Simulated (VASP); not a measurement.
# Sn, self-consistent run: which settings are enough?

Sn, I4/mmm (no. 139), 1 atom in the cell. PBEsol, spin-orbit coupling; PAW potentials Sn_d (PBE set). VASP 6.6.1.

Wanted: energy within 0.2 meV/atom; Fermi level within 0.005 eV.

What the run is for: comparing ways to start; Accuracy asked: tight.

POSCAR:
```
Sn
1.0
   -2.0291894110      2.0291894110      1.6607599896
    2.0291894110     -2.0291894110      1.6607599896
    2.0291894110      2.0291894110     -1.6607599896
Sn
1
Direct
    0.0000000000      0.0000000000      0.0000000000
```

## How the run starts (with a second run first, the time holds both)

| How the run starts (with a second run first, the time holds both) | Energy less reference (meV/atom) | Fermi level (eV) | Time (s) |
|---|---|---|---|
| from scratch: 10 SCF iterations | 0.00 | 7.8933 | 48 |
| density without spin-orbit coupling (CHGCAR): 10 + 8 SCF iterations | 0.00 | 7.8933 | 46 |

## Question

For each series: keep the first row unless others stay within the tolerance and take at least 30 % less time, and then take the fastest.

## Answer

- How the run starts (with a second run first, the time holds both): from scratch: 10 SCF iterations

The chosen settings are those of the reference run.

## The input

INCAR:
```
ALGO = Normal
EDIFF = 1E-6
ENCUT = 400
GGA = PS
GGA_COMPAT = False
ISIF = 2
ISMEAR = 1
LASPH = True
LCHARG = False
LORBIT = 11
LREAL = False
LSORBIT = True
LWAVE = False
MAGMOM = 0 0 0
NELM = 200
PREC = Accurate
SIGMA = 0.1
```

KPOINTS:
```
k-points
0
Gamma
  13 13 13
```

Commands:
```
cat potpaw_PBE.64/Sn_d/POTCAR > POTCAR
mpirun -np 1 vasp_ncl > vasp.out
```

The chosen input took VASP 6.6.1 48 s on 1 core (Intel Xeon 6975P-C (Granite Rapids)), a shared host.

## An input that fails: restart asked without its files

VASP's message: ERROR: charge density could not be read from file CHGCAR for ICHARG>10.

Changes against the starting input:
```
- NELM = 200
+ NELM = 60
+ ICHARG = 11
```
